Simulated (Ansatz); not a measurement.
# KF, one cell by several methods

```xyz
2
Lattice="0.0000 2.6735 2.6735 2.6735 0.0000 2.6735 2.6735 2.6735 0.0000" Properties=species:S:1:pos:R:3 pbc="T T T"
K     0.0000    0.0000    0.0000
F     2.6735    2.6735    2.6735
```

Atom numbers follow the list: K1, F2.

The cell is COD entry 9008652, as deposited and not checked against the literature; nothing was relaxed.

All numbers are computed: DFT, PBE, PAW with Ansatz's default frozen-core files, scalar-relativistic (Ansatz 0.2.0); DFT, PBE, all-electron PAW with datasets made for the crystal, scalar-relativistic (Ansatz 0.2.0); DFT, PBE, all-electron LAPW, scalar-relativistic (Ansatz 0.2.0).

For PAW: a Γ-centred 9×9×9 k mesh, Fermi–Dirac smearing of 0.01 eV, cutoff 420 eV, no spin polarisation. The crystal-made all-electron datasets (AE datasets) take a cutoff of 280 eV at this cell. LAPW targets a basis error of 1 meV/atom. The Ansatz runs share mesh, smearing and spin set-up. Plane-wave (PAW) pressures include the program's estimate of the Pulay term.

Stress and pressure are positive in compression.

Levels count from the top of the valence band.

```json
{"quantity": "pressure (GPa)", "PAW": "1.31", "AE datasets": "1.31", "LAPW": "1.32"}
{"quantity": "band gap (eV)", "PAW": "6.172", "AE datasets": "6.168", "LAPW": "6.167"}
{"quantity": "highest filled level at K (eV)", "PAW": "-0.194", "AE datasets": "-0.194", "LAPW": "-0.194"}
{"quantity": "lowest empty level at K (eV)", "PAW": "8.955", "AE datasets": "8.954", "LAPW": "8.954"}
{"quantity": "highest filled level at Γ (eV)", "PAW": "0.000", "AE datasets": "0.000", "LAPW": "0.000"}
{"quantity": "lowest empty level at Γ (eV)", "PAW": "6.172", "AE datasets": "6.168", "LAPW": "6.167"}
{"quantity": "highest filled level at L (eV)", "PAW": "-0.346", "AE datasets": "-0.346", "LAPW": "-0.346"}
{"quantity": "lowest empty level at L (eV)", "PAW": "9.070", "AE datasets": "9.069", "LAPW": "9.069"}
```

PAW's pressure differs from the LAPW value by about 0.01 GPa or less.
